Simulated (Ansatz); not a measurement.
# CuCl: how well frozen cores do, part 2 of 2

Aim: solve CuCl at one geometry with all-electron LAPW, frozen-core PAW and all-electron PAW on datasets made for the crystal, and see where they agree.

Ansatz 0.2.0; DFT PBE; a database cell (COD). «Crystal datasets» are all-electron PAW datasets made for this crystal. The steps go on from the part before.

## (4) All-electron PAW on datasets made for the crystal

input.yaml reads:

```yaml
crystal:
  lattice:
    - [0.0, 2.7101, 2.7101]
    - [2.7101, 0.0, 2.7101]
    - [2.7101, 2.7101, 0.0]
  atoms:
    - { symbol: Cu, position: [0.0, 0.0, 0.0] }
    - { symbol: Cl, position: [0.75, 0.75, 0.75] }
kpoints:
  mp_grid: { grid: [13, 13, 13] }
  band_path:
    path:
      - [0.0, 0.0, 0.0]
      - [-0.5, -0.5, 0.0]
      - [-0.375, -0.375, 0.25]
      - [-0.375, 0.0, 0.375]
      - [0.0, 0.0, 0.0]
      - [0.0, 0.0, 0.5]
      - [-0.5, -0.25, 0.25]
      - [-0.5, -0.5, 0.0]
    npoints: 8
scf:
  occupations: { method: fermi_dirac, width: 0.05 }
hamiltonian:
  xc: pbe
  pseudopotentials: { kind: all_electron, datasets: crystal }
output:
  forces: true
  stress: true
  eigenvalues: true
  efg: { contact_densities: true }
```

Log:

```text
hamiltonian.pseudopotentials.datasets: crystal makes datasets for this crystal and solves the spheres of its atoms anew in each pass: cutoff 300.0 eV, the density's 1200.0 eV; for an error of 0.50 meV an atom under PBE, 1.0 meV for the cell; an energy difference from a run of another recipe may be off by several times the error for the cell, under r2SCAN by more, where some 0.1 meV an atom stays at smaller errors; Cl in spheres of 1.090 Å, 7 of its electrons in bands; Cu in spheres of 1.249 Å, 11 of its electrons in bands, 8 on its site; only band paths and densities of states list, in semicore columns, the levels of the semicore shells that are solved separately: 3s of Cu, 3p of Cu
Engine: ansatz 0.2.0
Pseudopotentials: kind: all_electron
Pseudopotential: Cu, paw, valence charge 19, recommended cutoff 300 eV (normal), Koelling and Harmon's equation, gaussian nucleus
Pseudopotential: Cl, paw, valence charge 7, recommended cutoff 300 eV (normal), Koelling and Harmon's equation, gaussian nucleus
Functional definition: PBE
  parameter kappa = 0.804
  parameter beta = 0.06672455060314922
  exchange = pbe_x(kappa = kappa, mu = beta*pi^2/3)
  correlation = pbe_c(beta = beta)
Crystal: 2 atoms, lattice volume = 39.809 Å³
Basis set: ecut = 300 eV, 459 PW (Γ), exchange–correlation on 48×48×48 points (8 copies of the dense FFT grid, shifted against one another)
Bands: 13, of which v1, the nominal top of the filled ones, is band 9 counted from 1 (8 counted from 0)
Symmetry: 24 space group operations
Space group: F-43m (ITA 216), of the structure as read, at distance tolerance 3.4e-5 Å
k-points: 84 of 2197 (time reversal used)
Non-local potential: Cu, projectors of the file, l = 0: 1, l = 1: 1, l = 2: 2
Non-local potential: Cl, projectors of the file, l = 0: 1, l = 1: 1, l = 2: 2
PAW form: soft (Blöchl's): semilocal exchange-correlation on the pseudo side does not see the compensation charge
PAW one-centre angular grid: Cu, 590 points (default); XC on its mesh's 1893 points in the sphere
PAW one-centre angular grid: Cl, 110 points (default); XC on its mesh's 1903 points in the sphere
Initial density: superposition of atomic densities (neutral atoms: chi_scale 0, normalization atom)
Initial wavefunctions: pseudopotential atomic-orbital guess
Functional: x = pbe(κ = 0.804, μ = 0.2195149727645171), c = pbe(β = 0.06672455060314922)
iter 1 solved again at ethr=4.63e-3 eV; its pass at ethr=1.00e-1 eV (dr2=8.33e-1 eV) is discarded
SCF iter   1: F=—  HF=-57593.266053 eV  |F-HF|=—  |Δ(HF+E_count)|=         —  Δρ=4.00e-2  dr2=7.93e-1  ethr=4.63e-3  ⟨swp⟩=3.3  Hψ=6288  notcnv=0
preconditioner: auto → none  [insulator: Δε(μ)=0.195 eV  Ē_g=10.020 eV  σ=0.050 eV  W_gap=0.71  n_scr=14 (ndim 8)  ℏωp=25.0 eV  f_vac=0.009  D(μ)=0.08/eV (n_scr^D=0)  ε∞_Penn≈7.2]
SCF iter   2: F=—  HF=-57593.309828 eV  |F-HF|=—  |Δ(HF+E_count)|=   4.38e-2  Δρ=3.53e-2  dr2=4.66e-1  ethr=4.41e-3  ⟨swp⟩=3.4  Hψ=3168  notcnv=0
iter 3 solved again at ethr=1.76e-4 eV; its pass at ethr=2.59e-3 eV (dr2=3.16e-2 eV) is discarded
SCF iter   3: F=—  HF=-57593.081735 eV  |F-HF|=—  |Δ(HF+E_count)|=   2.28e-1  Δρ=1.02e-2  dr2=3.18e-2  ethr=1.76e-4  ⟨swp⟩=2.0  Hψ=5398  notcnv=0
SCF iter   4: F=—  HF=-57593.081533 eV  |F-HF|=—  |Δ(HF+E_count)|=   2.02e-4  Δρ=2.08e-3  dr2=1.71e-3  ethr=1.76e-4  ⟨swp⟩=3.0  Hψ=2405  notcnv=0  defer=1
SCF iter   5: F=—  HF=-57593.082877 eV  |F-HF|=—  |Δ(HF+E_count)|=   1.34e-3  Δρ=4.37e-4  dr2=5.33e-5  ethr=9.48e-6  ⟨swp⟩=3.0  Hψ=2301  notcnv=0
SCF iter   6: F=—  HF=-57593.082922 eV  |F-HF|=—  |Δ(HF+E_count)|=   4.45e-5  Δρ=2.15e-4  dr2=1.13e-5  ethr=2.96e-7  ⟨swp⟩=3.0  Hψ=2651  notcnv=0
SCF iter   7: F=—  HF=-57593.082935 eV  |F-HF|=—  |Δ(HF+E_count)|=   1.36e-5  Δρ=2.83e-5  dr2=2.81e-7  ethr=6.27e-8  ⟨swp⟩=3.0  Hψ=2233  notcnv=0
SCF iter   8: F=-57593.082936 eV  HF=-57593.082936 eV  |F-HF|=1.94e-9  |Δ(HF+E_count)|=   4.49e-7  Δρ=3.42e-6  dr2=2.12e-9  ethr=1.56e-9  ⟨swp⟩=3.3  Hψ=2640  notcnv=0
SCF 1 converged in 8 iterations: F = -57593.082935 eV  dr2 = 2.12e-9
  Residual-converged pass: ⟨swp⟩=4.0  Hψ=2760  notcnv=0  max |occ|·‖R‖ = 5.2e-6 eV (tolerance 5.3e-6 eV)  dr2=2.22e-9  dr2_onsite=8.26e-9  max |Δocc| = 6.3e-10
NSCF: frozen V_eff on 57 k-points
SCF converged after 8 iterations
Free energy (F): -57593.082935 eV
Harris-Foulkes:  -57593.082935 eV  (|F-HF|=1.94e-9)
Internal energy: -57593.082916 eV  (E = F + TS)
E sigma→0 (E₀):  -57593.082926 eV
Entropy (-TS):   -0.000018 eV (-0.009 meV/atom)
Past the cutoff: the bands carry plane waves up to 1.75 times it, of which those up to 1.5 times it add -0.000226 eV an atom, each by itself; the spheres take 0.000257 eV an atom off the energy for waves past 1.75 times it
By the cutoff:   a pressure is off by up to 0.007 GPa (1.2 times the spheres' own share and the shells' term, over an atom's volume, and 0.004 GPa: a bound that held against runs at twice the plane waves)
Past the cutoffs: a stress includes 0.0014 GPa for waves and charges beyond them, in addition to the slope of what the spheres take
In the spheres:  the bands' charges fall short by 2.2e-7 e at most (sound up to 1e-3), those of shells solved beside the bands by 3.8e-8 e (sound up to 5e-4)
Fermi energy:    7.984274 eV
--- Per-component energies (eV) ---
  The terms above E_closure are by the made datasets' own strengths, without shells solved beside the bands.
--- Forces (eV/Å), atoms counted from 1 ---
  atom   1  Cu     0.00000000    -0.00000000     0.00000000
  atom   2  Cl     0.00000000     0.00000000     0.00000000
  max |Σ_I F_I| component: 1.84e-16 eV/Å
--- Stress (GPa, compression-positive) ---
        0.138224      -0.000000      -0.000000
       -0.000000       0.138224       0.000000
       -0.000000       0.000000       0.138224
  P = ⅓ Tr σ = 0.1382 GPa (1.382 kbar)
  It holds what live shells' own plane waves past their cutoff add
--- PAW observables at the nuclei: V_zz in 10²¹ V/m², potentials from the cell's mean, atoms counted from 1 ---
  atom   1  Cu V_zz =    +0.000000   η = 0.0000   by run symmetry: forbidden
            electrostatic potential = -3754.091756 V   contact ρ = 147607.164903 e/Å³
  atom   2  Cl V_zz =    +0.000000   η = 0.0000   by run symmetry: forbidden
            electrostatic potential = -1774.490245 V   contact ρ = 24119.347819 e/Å³
--- Band table (eV; the first three rows and the last of 84) ---
  k-point 0: bands = ["-9.3787", "2.7153", "2.7153", "2.7153", "6.1621", "6.1621", "7.6316", "7.6316", "7.6316", "8.1626", "14.2851"]
  k-point 1: bands = ["-9.3551", "2.5941", "2.7169", "2.7169", "6.1581", "6.1581", "7.4423", "7.6037", "7.6037", "8.4719", "14.1363"]
  k-point 2: bands = ["-9.2888", "2.2823", "2.7209", "2.7209", "6.1509", "6.1509", "7.1581", "7.5255", "7.5255", "9.0554", "13.8371"]
  k-point 83: bands = ["-8.7970", "1.5630", "1.9262", "2.5232", "5.9835", "6.0814", "6.3399", "6.5355", "6.8621", "12.6461", "12.7548"]
```

Run time: 28 s. Hardware: 1 thread, shared host.

Read from it: pressure 0.14 GPa; gap 0.53 eV, direct at Γ.

| atom | contact density (e/Å³) |
| --- | --- |
| Cu1 | 147607.2 |
| Cl2 | 24119.35 |

## (5) The methods compared

Highest filled and lowest empty level at the labelled points (eV from each run's valence-band top):

```csv
point,LAPW top,LAPW bottom,PAW top,PAW bottom,crystal datasets top,crystal datasets bottom
Γ,0.00,0.53,0.00,0.53,0.00,0.53
X,-1.09,3.43,-1.09,3.43,-1.09,3.43
U,-0.87,4.20,-0.87,4.20,-0.87,4.20
K,-0.87,4.20,-0.87,4.20,-0.87,4.20
Γ,0.00,0.53,0.00,0.53,0.00,0.53
L,-0.56,2.87,-0.56,2.87,-0.56,2.88
W,-0.77,5.04,-0.77,5.04,-0.77,5.04
X,-1.09,3.43,-1.09,3.43,-1.09,3.43
```

| method | pressure (GPa) | gap (eV) | SCF cycles, all passes |
| --- | --- | --- | --- |
| LAPW | 0.14 | 0.53 | 8 |
| PAW | 0.10 | 0.53 | 7 |
| crystal datasets | 0.14 | 0.53 | 8 |

## (6) Results

This closing draws on all 2 parts.

| quantity | value |
| --- | --- |
| pressure | LAPW 0.14, PAW 0.10, crystal datasets 0.14 GPa |
| gap (LAPW) | 0.53 eV, direct at Γ |
| Bader charges (PAW) | Cu1 +0.60, Cl2 -0.60 e |

**Reading.** The pressure is within half a GPa of zero, so the volume is close to equilibrium at this level. The gap is 0.53 eV, direct at Γ. It is the Kohn-Sham gap of a semilocal functional, which mostly lies below the gap found in experiment. A measured gap of CuCl is 3.399 eV (direct; 4.2 K; a printed reference work, data compilation); the calculated 0.53 eV misses it by -84.4 %. So large a miss can be the level of theory's own, or it may mean another phase, state or a wrong row. Semilocal functionals fall short of gaps. The calculation has no temperature and no excitons. Cu 3d states make 87 % of the projected weight in the top eV of the valence band. The projection holds only the free atom's occupied shells (Cu 4s, Cu 3d, Cl 3p in this range). PAW lies -0.03 GPa from LAPW in pressure and less than 0.01 eV in the gap. The price, with the outputs that each input asks for: 48 s for LAPW against 24 s for PAW, about 2 to one.
